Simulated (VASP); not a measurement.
# Al in VASP: further runs, part 2 of 2

VASP 6.6.1. Earlier steps stand in the parts before.

### 3 Relaxation of the atoms, LDA

File INCAR:

```
SYSTEM = Al
PREC = Accurate
ENCUT = 520
EDIFF = 1E-6
ISMEAR = 1
SIGMA = 0.1
LREAL = .FALSE.
LASPH = .TRUE.
NELM = 80
ALGO = Normal
ISIF = 2
LWAVE = .FALSE.
LCHARG = .FALSE.
LDIPOL = .TRUE.
IDIPOL = 3
DIPOL = 0.5 0.5 0.500
IBRION = 2
NSW = 80
EDIFFG = -0.02
KPAR = 2
```

File KPOINTS:

```
Automatic mesh
0
G
  15 15 1
  0 0 0
```

File POSCAR:

```
Al
1.0
    2.8174514100      0.0000000000      0.0000000000
   -1.4087257100      2.4399845000      0.0000000000
    0.0000000000      0.0000000000     26.5021972300
Al
6
Direct
    0.6666666700      0.3333333300      0.2829954000
    0.3333333300      0.6666666700      0.3697972400
    0.0000000000      0.0000000000      0.4565990800
    0.6666666700      0.3333333300      0.5434009200
    0.3333333300      0.6666666700      0.6302027600
    0.0000000000      0.0000000000      0.7170046000
```

Potentials or basis: VASP PAW LDA potentials, release 64 (Al).

Launch:

```console
cat potpaw_LDA.64/Al/POTCAR > POTCAR
mpirun -np 2 vasp_std > vasp.out
```

OUTCAR:

```text
SYSTEM = Al
   PREC = Accurate
   ENCUT = 520
   EDIFF = 1E-6
   ISMEAR = 1
   LREAL = .FALSE.
   LASPH = .TRUE.
   NELM = 80
   ISIF = 2
   IBRION = 2
   NSW = 80
   EDIFFG = -0.02

 ion  position               nearest neighbor table
   1  0.667  0.333  0.283-   2 2.82   2 2.82   2 2.82
   2  0.333  0.667  0.370-   1 2.82   3 2.82   1 2.82   3 2.82   3 2.82   1 2.82
   3  0.000  0.000  0.457-   2 2.82   4 2.82   2 2.82   4 2.82   2 2.82   4 2.82
   4  0.667  0.333  0.543-   5 2.82   3 2.82   5 2.82   3 2.82   3 2.82   5 2.82
   5  0.333  0.667  0.630-   4 2.82   6 2.82   4 2.82   6 2.82   6 2.82   4 2.82
   6  0.000  0.000  0.717-   5 2.82   5 2.82   5 2.82

  LATTYP: Found a hexagonal cell.
 ALAT       =     2.8174514100
 C/A-ratio  =     9.4064434034

  Lattice vectors:

 A1 = (   2.8174514100,   0.0000000000,   0.0000000000)
 A2 = (  -1.4087257100,   2.4399845000,   0.0000000000)
 A3 = (   0.0000000000,   0.0000000000,  26.5021972300)

Analysis of symmetry for initial positions (statically):
=====================================================================
 Subroutine PRICEL returns:
 Original cell was already a primitive cell.

 Routine SETGRP: Setting up the symmetry group for a
[... 428 lines left out ...]
  ---------------------------------------------------
  ext. energy  EPLUGINS =         0.00000000
  ---------------------------------------------------
  free energy    TOTEN  =       -24.31294194 eV

  energy without entropy =      -24.31274472  energy(sigma->0) =      -24.31287620

 E-fermi :   2.3390     XC(G=0):  -6.2292

 val. band max:        2.3236826104   @ k =   0.2667   0.2667   0.0000
 cond. band min:       2.3795578852   @ k =   0.2667   0.2000   0.0000
 fundamental gap:      0.0558752748
 Fermi energy:         2.3390076690

 k-point     1 :       0.0000    0.0000    0.0000
  band No.  band energies     occupation
      1      -8.8565      2.00000
      2      -8.3342      2.00000
      3      -7.5005      2.00000
      4      -6.3739      2.00000
      5      -4.9594      2.00000
      6      -3.2439      2.00000
      7      -1.5014      2.00000
      8       0.6087      2.00000
      9       2.7110     -0.00000
     10       4.6199      0.00000
     11       5.8342      0.00000
     12       6.8158      0.00000
     13       6.9118      0.00000
[... 354 lines left out ...]
  band No.  band energies     occupation
      1      -2.1038      2.00000
      2      -2.0994      2.00000
      3      -1.6548      2.00000
      4      -1.5529      2.00000
      5      -0.8827      2.00000
      6      -0.7689      2.00000
      7      -0.0200      2.00000
      8       0.5303      2.00000
      9       1.6272      2.00000
     10       1.8207      2.00000
     11       2.5232     -0.02571
     12       2.6761     -0.00002
     13       3.2425     -0.00000

 [... further k-points ...]

------------------------ aborting loop because EDIFF is reached ----------------------------------------

 vacuum level on the upper side and lower side of the slab       (xc-potential included)        -0.231        -0.231

  FORCE on cell =-STRESS in cart. coord.  units (eV):
  Direction    XX          YY          ZZ          XY          YZ          ZX
  --------------------------------------------------------------------------------------
  -------------------------------------------------------------------------------------
  Total       -1.2563387     -1.2563387      0.0814126      0.0000000      0.0000000      0.0000000
  in kB      -11.0482103    -11.0482103      0.7159403      0.0000000      0.0000000      0.0000000
  external PRESSURE =      -7.1268268 kB  Pullay stress =       0.0000000 kB
[... 21 lines left out ...]
  FREE ENERGIE OF THE ION-ELECTRON SYSTEM (eV)
  ---------------------------------------------------
  free  energy   TOTEN  =       -24.3129419416 eV

  energy  without entropy=      -24.3127447226  energy(sigma->0) =      -24.31287620

 reached required accuracy - stopping structural energy minimisation

 vacuum level on the upper side and lower side of the slab         6.287         6.287
```

CONTCAR:

```text
Al
   1.00000000000000
     2.8174514099999999    0.0000000000000000    0.0000000000000000
    -1.4087257099999999    2.4399845000000000    0.0000000000000000
     0.0000000000000000    0.0000000000000000   26.5021972300000002
  Al
     6
Direct
     0.6666666699999979    0.3333333300000021    0.2820991117484405
     0.3333333300000021    0.6666666699999979    0.3694356268783661
     0.0000000000000000    1.0000000000000000    0.4565188359050120
     0.6666666699999979    0.3333333300000021    0.5434811640949879
     0.3333333300000021    0.6666666699999979    0.6305643731216340
     0.0000000000000000    0.0000000000000000    0.7179008882515595

  0.00000000E+00  0.00000000E+00  0.00000000E+00
  0.00000000E+00  0.00000000E+00  0.00000000E+00
  0.00000000E+00  0.00000000E+00  0.00000000E+00
  0.00000000E+00  0.00000000E+00  0.00000000E+00
  0.00000000E+00  0.00000000E+00  0.00000000E+00
  0.00000000E+00  0.00000000E+00  0.00000000E+00
```

Run time: 1.8 min. Hardware: 2 MPI ranks of Intel Xeon Platinum 8259CL at 2.50GHz (Skylake/Cascade Lake), shared host; peak memory 0.27 GiB.

What came out:

* Free energy: -24.3129 eV
* Energy gained by relaxing: 0.2 meV/atom
* Ionic steps: 7
* Largest force after relaxing: 0.008 eV/Å
* Band gap on the k mesh: none (metal or under the smearing width)

Forces in eV/Å, atoms in the order of the input:
```
Al   0.000  0.000 -0.003
Al   0.000  0.000 -0.003
Al   0.000  0.000 -0.008
Al   0.000  0.000  0.008
Al   0.000  0.000  0.003
Al   0.000  0.000  0.003
```

Step by step:
```tsv
step	energy change (eV)	largest force (eV/Å)	pressure (GPa)
1	0.0000	0.0447	-0.58
2	-0.0002	0.0372	-0.59
3	-0.0005	0.0233	-0.63
4	-0.0005	0.0313	-0.64
5	-0.0007	0.0236	-0.66
6	-0.0009	0.0285	-0.70
7	-0.0011	0.0079	-0.71
```

Final structure:
```cif
data_structure
_symmetry_space_group_name_H-M 'P 1'
_symmetry_Int_Tables_number 1
_cell_length_a 2.8175
_cell_length_b 2.8175
_cell_length_c 26.5022
_cell_angle_alpha 90.000
_cell_angle_beta 90.000
_cell_angle_gamma 120.000
_cell_volume 182.19
loop_
_atom_site_label
_atom_site_type_symbol
_atom_site_fract_x
_atom_site_fract_y
_atom_site_fract_z
_atom_site_occupancy
Al1 Al 0.66667 0.33333 0.28210 1
Al2 Al 0.33333 0.66667 0.36944 1
Al3 Al 0.00000 0.00000 0.45652 1
Al4 Al 0.66667 0.33333 0.54348 1
Al5 Al 0.33333 0.66667 0.63056 1
Al6 Al 0.00000 0.00000 0.71790 1
```

Levels at points of the mesh, in eV from the Fermi level:
```csv
k point,band 6,band 7,band 8,band 9,band 10,band 11
"(0.00, 0.00, 0.00)",-5.58,-3.84,-1.73,0.37,2.28,3.50
```

### 4 Single point, LDA

File INCAR:

```
SYSTEM = Al
  PREC = Accurate
  ENCUT = 520
  EDIFF = 1E-6
  ISMEAR = 1
  SIGMA = 0.1
  LREAL = .False.
  LASPH = .True.
  NELM = 80
  ALGO = Normal
  ISIF = 2
  LWAVE = .False.
  LCHARG = .False.
  LDIPOL = .True.
  IDIPOL = 3
  DIPOL = 0.5 0.5 0.500
  LVHAR = .True.
  LVACPOTAV = .True.
  ICORELEVEL = 1
  KPAR = 2
```

File KPOINTS:

```
regular mesh
0
Gamma
  15 15 1
  0 0 0
```

File POSCAR:

```
Al                                      
1.0
    2.8174514100      0.0000000000      0.0000000000
   -1.4087257100      2.4399845000      0.0000000000
    0.0000000000      0.0000000000     26.5021972300
  Al            
     6
Direct
     0.6666666699999979    0.3333333300000021    0.2820991117484405
     0.3333333300000021    0.6666666699999979    0.3694356268783661
     0.0000000000000000    1.0000000000000000    0.4565188359050120
     0.6666666699999979    0.3333333300000021    0.5434811640949879
     0.3333333300000021    0.6666666699999979    0.6305643731216340
     0.0000000000000000    0.0000000000000000    0.7179008882515595
```

Potentials or basis: VASP PAW LDA potentials, release 64 (Al).

Launch:

```console
cat potpaw_LDA.64/Al/POTCAR > POTCAR
mpirun -np 2 vasp_std > vasp.out
```

OUTCAR:

```text
SYSTEM = Al
   PREC = Accurate
   ENCUT = 520
   EDIFF = 1E-6
   ISMEAR = 1
   LREAL = .False.
   LASPH = .True.
   NELM = 80
   ISIF = 2

 ion  position               nearest neighbor table
   1  0.667  0.333  0.282-   2 2.83   2 2.83   2 2.83
   2  0.333  0.667  0.369-   3 2.82   3 2.82   3 2.82   1 2.83   1 2.83   1 2.83
   3  0.000  0.000  0.457-   4 2.82   4 2.82   4 2.82   2 2.82   2 2.82   2 2.82
   4  0.667  0.333  0.543-   3 2.82   3 2.82   3 2.82   5 2.82   5 2.82   5 2.82
   5  0.333  0.667  0.631-   4 2.82   4 2.82   4 2.82   6 2.83   6 2.83   6 2.83
   6  0.000  0.000  0.718-   5 2.83   5 2.83   5 2.83

  LATTYP: Found a hexagonal cell.
 ALAT       =     2.8174514100
 C/A-ratio  =     9.4064434034

  Lattice vectors:

 A1 = (   2.8174514100,   0.0000000000,   0.0000000000)
 A2 = (  -1.4087257100,   2.4399845000,   0.0000000000)
 A3 = (   0.0000000000,   0.0000000000,  26.5021972300)

Analysis of symmetry for initial positions (statically):
=====================================================================
 Subroutine PRICEL returns:
 Original cell was already a primitive cell.

 Routine SETGRP: Setting up the symmetry group for a
 hexagonal supercell.

 Subroutine GETGRP returns: Found 12 space group operations
 (whereof  6 operations were pure point group operations)
 out of a pool of 24 trial point group operations.

The static configuration has the point symmetry C_3v.
 The point group associated with its full space group is D_3d.

Analysis of symmetry for dynamics (positions and initial velocities):
=====================================================================
 Subroutine PRICEL returns:
 Original cell was already a primitive cell.

 Routine SETGRP: Setting up the symmetry group for a
 hexagonal supercell.

 Subroutine GETGRP returns: Found 12 space group operations
 (whereof  6 operations were pure point group operations)
 out of a pool of 24 trial point group operations.

The dynamic configuration has the point symmetry C_3v.
 The point group associated with its full space group is D_3d.

 Subroutine INISYM returns: Found 12 space group operations
 (whereof  6 operations are pure point group operations),
 and found     1 'primitive' translations

----------------------------------------------------------------------------------------

                                     Primitive cell

  volume of cell :     182.1904

  direct lattice vectors                    reciprocal lattice vectors
     2.817451410  0.000000000  0.000000000     0.354930700  0.204919335  0.000000000
    -1.408725710  2.439984500  0.000000000     0.000000000  0.409838669  0.000000000
     0.000000000  0.000000000 26.502197230     0.000000000  0.000000000  0.037732720

  length of vectors
     2.817451410  2.817451417 26.502197230     0.409838670  0.409838669  0.037732720

  position of ions in fractional coordinates (direct lattice)
     0.666666670  0.333333330  0.282099112
     0.333333330  0.666666670  0.369435627
     0.000000000  0.000000000  0.456518836
     0.666666670  0.333333330  0.543481164
     0.333333330  0.666666670  0.630564373
     0.000000000  0.000000000  0.717900888

  ion indices of the primitive-cell ions
   primitive index   ion index
                 1           1
                 2           2
                 3           3
                 4           4
                 5           5
[... 73 lines left out ...]
   EDIFF  = 0.1E-05   stopping-criterion for ELM
   LREAL  =      F    real-space projection
   EDIFFG = 0.1E-04   stopping-criterion for IOM
   NSW    =      0    number of steps for IOM
   IBRION =     -1    ionic relax: 0-MD 1-quasi-New 2-CG
   NFREE  =      0    steps in history (QN), initial steepest desc. (CG)
   ISIF   =      2    stress and relaxation
   ISYM   =      2    0-nonsym 1-usesym 2-fastsym
   POTIM  = 0.5000    time-step for ionic-motion
   TEBEG  =    0.0;   TEEND  =   0.0 temperature during run
   PSTRESS=    0.0 pullay stress
   NELECT =      18.0000    total number of electrons
   NUPDOWN=      -1.0000    fix difference up-down
   EMIN   =  10.00;   EMAX   =-10.00  energy-range for DOS
   EFERMI =   0.00;   METHOD = LEGACY
   ISMEAR =     1;   SIGMA  =   0.10  broadening in eV -4-tet -1-fermi 0-gaus
   EFERMI_NEDOS =   21; number of points for ismear=-14 and -15
   IALGO  =     38    algorithm
   IMIX   =      4    mixing-type and parameters
     AMIX     =   0.40;   BMIX     =  1.00
     AMIX_MAG =   1.60;   BMIX_MAG =  1.00
  volume/ion in A,a.u.               =      30.37       204.91
  Fermi-wavevector in a.u.,A,eV,Ry     =   0.756816  1.430176  7.793024  0.572771
  Thomas-Fermi vector in A             =   1.855022
   LORBIT       =      0    0 simple, 1 ext, 2 COOP (PROOUT), +10 PAW based schemes
   GGA     = CA    functional components
   LHFCALC =     F    Hartree Fock is set to
   AEXX    =    0.0000 exact exchange contribution
   IVDW    =     0    specifies the selected vdW correction
   LEPSILON=     F    determine dielectric tensor
   LRPA    =     F    only Hartree local field effects (RPA)
 non-spin polarized calculation
 Methfessel and Paxton  Order N= 1 SIGMA  =   0.10
  energy-cutoff  :      520.00
  volume of cell :      182.19
 maximum number of plane-waves:      4944
 NGX is ok and might be reduce to    24
   NGX = 11   NGY = 11   NGZ = 99

 number of electron      18.0000000 magnetization

 dipolmoment           0.000000      0.000000      0.000000 electrons x Angstroem

 Free energy of the ion-electron system (eV)
  ---------------------------------------------------
  ext. energy  EPLUGINS =         0.00000000
  ---------------------------------------------------
  free energy    TOTEN  =       -24.31294516 eV

  energy without entropy =      -24.31274556  energy(sigma->0) =      -24.31287863

 the core state eigenenergies are
   1-  1s  -1494.7480  2s   -100.1039  2p    -62.3905
   2-  1s  -1494.6101  2s   -100.0325  2p    -62.3145
   3-  1s  -1494.6268  2s   -100.0425  2p    -62.3249
   4-  1s  -1494.6268  2s   -100.0425  2p    -62.3249
   5-  1s  -1494.6101  2s   -100.0325  2p    -62.3145
   6-  1s  -1494.7480  2s   -100.1039  2p    -62.3905

 E-fermi :   2.3417     XC(G=0):  -6.2028

 val. band max:        2.3262981123   @ k =   0.2667   0.2667   0.0000
 cond. band min:       2.3821905124   @ k =   0.2667   0.2000   0.0000
 fundamental gap:      0.0558924001
 Fermi energy:         2.3416623060

 k-point     1 :       0.0000    0.0000    0.0000
  band No.  band energies     occupation
      1      -8.8537      2.00000
      2      -8.3314      2.00000
      3      -7.4978      2.00000
      4      -6.3712      2.00000
      5      -4.9567      2.00000
      6      -3.2412      2.00000
      7      -1.4988      2.00000
      8       0.6112      2.00000
      9       2.7134     -0.00000
     10       4.6236      0.00000
     11       5.8620      0.00000
     12       6.8463      0.00000
     13       6.9866      0.00000
[... 354 lines left out ...]
  band No.  band energies     occupation
      1      -2.1010      2.00000
      2      -2.0967      2.00000
      3      -1.6521      2.00000
      4      -1.5502      2.00000
      5      -0.8801      2.00000
      6      -0.7663      2.00000
      7      -0.0172      2.00000
      8       0.5330      2.00000
      9       1.6299      2.00000
     10       1.8234      2.00000
     11       2.5260     -0.02561
     12       2.6788     -0.00002
     13       3.2452     -0.00000

 [... further k-points ...]

------------------------ aborting loop because EDIFF is reached ----------------------------------------

  FORCE on cell =-STRESS in cart. coord.  units (eV):
  Direction    XX          YY          ZZ          XY          YZ          ZX
  --------------------------------------------------------------------------------------
  -------------------------------------------------------------------------------------
  Total       -1.2559996     -1.2559996      0.0754896      0.0000000      0.0000000     -0.0000000
  in kB      -11.0452283    -11.0452284      0.6638537      0.0000000      0.0000000     -0.0000000
  external PRESSURE =      -7.1422010 kB  Pullay stress =       0.0000000 kB

 VOLUME and BASIS-vectors are now :
 -----------------------------------------------------------------------------
  energy-cutoff  :      520.00
  volume of cell :      182.19
      direct lattice vectors                 reciprocal lattice vectors
     2.817451410  0.000000000  0.000000000     0.354930700  0.204919335  0.000000000
    -1.408725710  2.439984500  0.000000000     0.000000000  0.409838669  0.000000000
     0.000000000  0.000000000 26.502197230     0.000000000  0.000000000  0.037732720

 POSITION                                       TOTAL-FORCE (eV/Angst)
 -----------------------------------------------------------------------------------
      1.40873      0.81333      7.47625         0.000000      0.000000     -0.002933
     -0.00000      1.62666      9.79086        -0.000000      0.000000     -0.003420
      0.00000      0.00000     12.09875        -0.000000     -0.000000     -0.007706
      1.40873      0.81333     14.40345         0.000000     -0.000000      0.007706
     -0.00000      1.62666     16.71134         0.000000     -0.000000      0.003420
      0.00000      0.00000     19.02595         0.000000     -0.000000      0.002933
 -----------------------------------------------------------------------------------
    total drift:                                0.000000     -0.000000      0.000000

  FREE ENERGIE OF THE ION-ELECTRON SYSTEM (eV)
  ---------------------------------------------------
  free  energy   TOTEN  =       -24.3129451616 eV

  energy  without entropy=      -24.3127455579  energy(sigma->0) =      -24.31287863

 vacuum level on the upper side and lower side of the slab         6.510         6.510
```

Wall time 44 s (2 MPI ranks of Intel Xeon Platinum 8259CL at 2.50GHz (Skylake/Cascade Lake), shared host); peak memory 0.25 GiB.

Results:

```
Free energy                     : -24.3129 eV
Largest force                   : 0.008 eV/Å
Band gap on the k mesh          : none (metal or under the smearing width)
Work function of the upper face : 4.17 eV
Work function of the lower face : 4.17 eV
```

Forces on the atoms (eV/Å):
```
Al   0.000  0.000 -0.003
Al   0.000  0.000 -0.003
Al   0.000  0.000 -0.008
Al   0.000  0.000  0.008
Al   0.000  0.000  0.003
Al   0.000  0.000  0.003
```

Core levels (eV, on the scale of the bands):
| atom | levels |
| --- | --- |
| 1 Al | 1s -1494.7, 2s -100.1, 2p -62.4 |
| 2 Al | 1s -1494.6, 2s -100.0, 2p -62.3 |
| 3 Al | 1s -1494.6, 2s -100.0, 2p -62.3 |
| 4 Al | 1s -1494.6, 2s -100.0, 2p -62.3 |
| 5 Al | 1s -1494.6, 2s -100.0, 2p -62.3 |
| 6 Al | 1s -1494.7, 2s -100.1, 2p -62.4 |
